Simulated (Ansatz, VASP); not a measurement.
# Cross-check of Si24H14C3 between VASP and Ansatz, part 2 of 2

Wanted: the spread between two codes on one cell, functional and k mesh. The cell is taken from a series of runs on this material, whose earlier steps may have relaxed, scaled, displaced or heated it; both programs get it as it stands.

VASP 6.6.1 and Ansatz 0.2.0.

So far: The structure; Ansatz: single point, PBE.

### 3. VASP: single point, PBE

Level of this step: PBE; plane waves and PAW (H, C, Si) (VASP).

The same cell, functional, mesh and smearing now go to VASP, with its own data sets.

Lines of VASP's logs that name or quote its potential files are left out, and so is its time.

File INCAR:

```
SYSTEM = Si24H14C3
PREC = Accurate
ENCUT = 520
EDIFF = 1E-06
NELM = 120
ISMEAR = -1
SIGMA = 0.02
LREAL = Auto
ALGO = Normal
GGA = PE
NBANDS = 89
LORBIT = 11
LWAVE = .FALSE.
LCHARG = .FALSE.
ISIF = 2
LDIPOL = .TRUE.
IDIPOL = 3
DIPOL = 0.5 0.5 0.549
LVHAR = .TRUE.
LASPH = .TRUE.
GGA_COMPAT = .FALSE.
EFERMI = MIDGAP
NELMDL = -8
```

File POSCAR:

```
Si24H14C3
1.0
    7.6791796437      0.0000000000      0.0000000000
    3.8395898218      6.6503646517      0.0000000000
    0.0000000000      0.0000000000     24.6937769138
H C Si
14 3 24
Direct
    0.1142193070      0.0317774158      0.7238225885
    0.8521529836      0.1175565807      0.7236733750
    0.0297373885      0.8552869282      0.7241245538
    0.6152659851      0.0295077474      0.7241112864
    0.3542518927      0.1141756444      0.7238466526
    0.5304006074      0.8520696117      0.7236620122
    0.1176881357      0.5303540056      0.7236526783
    0.8554057965      0.6151118829      0.7241325905
    0.0318406704      0.3541214621      0.7238352181
    0.5000300652      0.5000026114      0.6892191435
    0.0000000000      0.0000000000      0.2834722300
    0.5000000000      0.0000000000      0.2834722300
    0.0000000000      0.5000000000      0.2834722300
    0.5000000000      0.5000000000      0.2834722300
    0.9986077153      0.0012596513      0.7080983086
    0.5003138316      0.9985158349      0.7080983082
    0.0013438360      0.5002294329      0.7080985223
    0.9989633806      0.0003725673      0.6306612859
    0.5007384600      0.9989357279      0.6306607157
    0.0003974205      0.5007170173      0.6306614158
    0.5000260168      0.5000070875      0.6279871701
    0.8355307779      0.3330182272      0.5978685118
    0.3330359454      0.3314937749      0.5978649205
    0.8333626600      0.8333428252      0.5978197237
    0.3315193357      0.8355101411      0.5978654887
    0.8336470477      0.3333896424      0.5022528867
    0.3334085588      0.3329797789      0.5022499269
    0.8333541223      0.8333318370      0.5022435849
    0.3330009652      0.8336295722      0.5022506534
    0.1666818580      0.1666666847      0.4698469660
    0.6668201979      0.1666830191      0.4699680978
    0.1667026045      0.6665132756      0.4699678800
    0.6665316006      0.6668010554      0.4699681012
    0.1666666670      0.1666666670      0.3743353240
    0.6666666670      0.1666666670      0.3743353240
    0.1666666670      0.6666666670      0.3743353240
    0.6666666670      0.6666666670      0.3743353240
    0.0000000000      0.0000000000      0.3425964380
    0.5000000000      0.0000000000      0.3425964380
    0.0000000000      0.5000000000      0.3425964380
    0.5000000000      0.5000000000      0.3425964380
```

File KPOINTS:

```
Automatic mesh
0
Gamma
3 3 1
0 0 0
```

The projector-augmented-wave data sets are H, C and Si (PBE family, release 64).

On the command line:

```console
> export OMP_NUM_THREADS=3
> mpirun -np 1 vasp_std
```

Numbers of over 12 decimals in the logs are rounded to 6 here.

What it wrote:

```text
[banner, memory and clock lines left out]
running    1 mpi-ranks, on    1 nodes
[...]
Offloading initialized ...    1 GPUs detected
[...]
LDA part: xc-table for (Slater+PW92), standard interpolation
 POSCAR, INCAR and KPOINTS ok, starting setup
[...]
entering main loop
       N       E                     dE             d eps       ncg     rms          rms(c)
DAV:   1     0.561944774620E+03    0.56194E+03   -0.41734E+04   890   0.104E+03
DAV:   2    -0.139924088482E+03   -0.70187E+03   -0.67332E+03  1163   0.194E+02
DAV:   3    -0.215708079301E+03   -0.75784E+02   -0.74885E+02  1100   0.628E+01
DAV:   4    -0.219208587893E+03   -0.35005E+01   -0.34906E+01  1348   0.155E+01
[...]
DAV:  25    -0.206876238323E+03   -0.21772E-04   -0.21128E-06   900   0.406E-03    0.960E-04
DAV:  26    -0.206876241678E+03   -0.33550E-05   -0.69286E-07   812   0.222E-03    0.969E-04
DAV:  27    -0.206876241685E+03   -0.70286E-08   -0.13863E-07   780   0.107E-03
   1 F= -.20687624E+03 E0= -.20687624E+03  d E =-.729008E-12
```

OUTCAR, selected parts (step 3):

```text
  Total        6.0862762      6.0871232      3.9499104     -0.0019913     -0.0008947     -0.0077844
  in kB        7.7324022      7.7334782      5.0182237     -0.0025299     -0.0011366     -0.0098898
  external PRESSURE =       6.8280347 kB  Pullay stress =       0.0000000 kB

 POSITION                                       TOTAL-FORCE (eV/Angst)
 -----------------------------------------------------------------------------------
      0.99912      0.21133     17.87391         0.019105      0.002281      0.012884
      6.99520      0.78179     17.87023        -0.011427      0.017271      0.010516
      3.51231      5.68797     17.88137        -0.007398     -0.020098      0.010615
      4.83804      0.19624     17.88104         0.021296      0.003880      0.010637
      3.15875      0.75931     17.87451        -0.011438      0.015400      0.012770
      7.34464      5.66657     17.86995        -0.009177     -0.018315      0.010641
      2.94009      3.52705     17.86972         0.020822      0.001379      0.010613
      8.93059      4.09072     17.88157        -0.013886      0.016604      0.010559
      1.60419      2.35504     17.87423        -0.007573     -0.017361      0.012888
      5.75963      3.32520     17.01942        -0.000074      0.000097     -0.015983
      0.00000      0.00000      7.00000         0.000026     -0.000856     -0.763176
      3.83959      0.00000      7.00000         0.000893      0.000460     -0.763168
      1.91979      3.32518      7.00000        -0.000667      0.000555     -0.763171
      5.75938      3.32518      7.00000         0.000087      0.000052     -0.763302
[...]
-----------------------------------------------------------------------------------
    total drift:                               -0.001300     -0.002081     -0.003806

  FREE ENERGIE OF THE ION-ELECTRON SYSTEM (eV)
  ---------------------------------------------------
  free  energy   TOTEN  =      -206.8762416853 eV

  energy  without entropy=     -206.8762416853  energy(sigma->0) =     -206.87624169

[... 3 further parts left out ...]
[key lines of the parts left out:]
E-fermi :   0.4273
```

### 4. Side by side

Known differences besides the potentials themselves: the cutoff is 420 eV in Ansatz and 520 eV in VASP (PREC = Accurate, projectors in real space). Total energies have different zeros and are not compared.

The two programs side by side:

```csv
quantity,Ansatz,VASP,difference
gap on the k mesh (eV),1.086,1.087,-0.002
```

Forces on 10 of the 41 atoms, those with the largest forces and the largest differences (eV/Å; atoms numbered as in POSCAR):

```csv
atom,"Ansatz x, y, z","VASP x, y, z"
H1,"-0.003, -0.002, 0.006","0.019, 0.002, 0.013"
H5,"0.003, -0.002, 0.006","-0.011, 0.015, 0.013"
H9,"0.000, 0.004, 0.006","-0.008, -0.017, 0.013"
H11,"0.000, -0.001, -0.776","0.000, -0.001, -0.763"
H13,"-0.001, 0.000, -0.776","-0.001, 0.001, -0.763"
H14,"0.000, 0.000, -0.777","0.000, 0.000, -0.763"
Si38,"-0.001, 0.001, 0.851","-0.001, 0.001, 0.836"
Si39,"-0.001, -0.001, 0.851","-0.001, -0.001, 0.837"
Si40,"0.001, 0.000, 0.851","0.001, 0.000, 0.836"
Si41,"0.000, 0.000, 0.849","0.000, 0.000, 0.835"
```

The forces differ by 8.0 meV/Å r.m.s., which is 3.9 % of the r.m.s. force of 0.205 eV/Å (both taken over all components). A gap on the mesh is an upper bound, since the band edges may lie between its points. With vacuum in the cell, a pressure given here is an average over mostly empty space and none of the material.

### 5. Outcome

```json
{"r.m.s. force difference (single point, PBE)": "3.9 % of the r.m.s. force"}
```

In words: The r.m.s. force difference is 3.9 % of the r.m.s. force (single point, PBE), beyond the 3 % picked in this series as the mark of a large difference. How closely two codes agree says nothing of how well the functional describes the real material.

[Lines on the potential files, build, host, timing and source positions are cut from VASP's logs without a mark.]

[Logs are printed without paths, hosts, clocks, repeated set-up lines and the standing remarks that a program may print on its own settings, such as how far it seeks lower states.]

[Hosts, paths, dates, database ids (printed as entryN), source tags and the programs' standing remarks are cut or masked in the printed files.]
